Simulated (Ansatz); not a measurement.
## Ir under changes of volume

One of the cells (14.059 Å³/atom); the others are scaled copies at fixed shape and fractional positions:

```
Ir
1.0
     0.00000    1.91560    1.91560
     1.91560    0.00000    1.91560
     1.91560    1.91560    0.00000
Ir
1
Direct
  0.00000 0.00000 0.00000
```

| Property | Result |
| --- | --- |
| Program | Ansatz 0.2.0 |
| Functional | r2SCANh |
| Potentials or basis | Ansatz PAW |
| Cutoff | 500 eV (not typed: the program's choice for these potentials) |
| k mesh | 6 × 6 × 6 |
| Occupations | fermi-dirac, width 0.05 eV |
| Spin | no spin polarisation |

```csv
volume (Å³/atom),energy over the lowest point (meV/atom),pressure (GPa)
13.215,?,?
13.496,31.25,18.2
13.778,7.80,8.7
14.059,0.00,0.3
14.340,6.19,-7.2
14.621,24.72,-13.8
14.902,54.18,-19.6
```

**Question.** What does the run at 13.215 Å³/atom give?

**Answer.** Energy over the lowest point 72.48 meV/atom; pressure 28.9 GPa.

Worked out: A Birch-Murnaghan fit of order 3 (a polynomial in V^(-2/3)) to the other rows has its minimum at 14.07 Å³/atom with B0 = V·E''(V) = 395 GPa and B' = 4.9. It gives 72.30 meV/atom at 13.215 Å³/atom, against the run's 72.48, and -dE/dV = 28.8 GPa, against 28.9.

Energies are extrapolated to zero smearing.

Caveats: all runs use coarse meshes; the PAW data sets come from PBE, with cores solved anew for the run's functional, which leaves a small shift of forces and pressure; the thresholds are loose for stress.
